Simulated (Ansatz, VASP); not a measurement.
Ti: VASP beside Ansatz

```
Ti
1.0
     0.00000    2.06045    2.09090
     2.06045    0.00000    2.09090
     2.06045    2.06045    0.00000
Ti
1
Direct
  0.00000 0.00000 0.00000
```

Change from the starting cell: strain +0.015 along x and y, +0.030 along z, atoms carried along.

Alike in both runs: task single point; functional PBEsol; k mesh 20 × 20 × 20; occupations gaussian, width 0.15 eV; no spin polarisation.

```csv
,VASP,Ansatz
version,VASP 6.6.1,Ansatz 0.2.0
potentials or method,"VASP PAW PBE potentials, release 64 (Ti_sv)","scalar-relativistic, plane waves, PAW"
plane-wave cutoff (eV),520,420
valence electrons in the cell,12,12
```

VASP gave:

| Property | Result |
| --- | --- |
| gap on the k mesh at the Fermi level (eV) | none |
| pressure (GPa) | -6.5 |
| largest component of the traceless stress (GPa) | 0.34 |

Question: What did Ansatz give for the same quantities?

Answer: gap on the k mesh at the Fermi level (eV): none; pressure (GPa): -6.4; largest component of the traceless stress (GPa): 0.34.

A gap of «none» marks a metal or a gap that the smearing closes. With one functional, cell and mesh, what is left measures potentials, basis and numerics.

Caveats: the PAW data sets were made with another functional, which shifts forces and pressure a little (VASP).
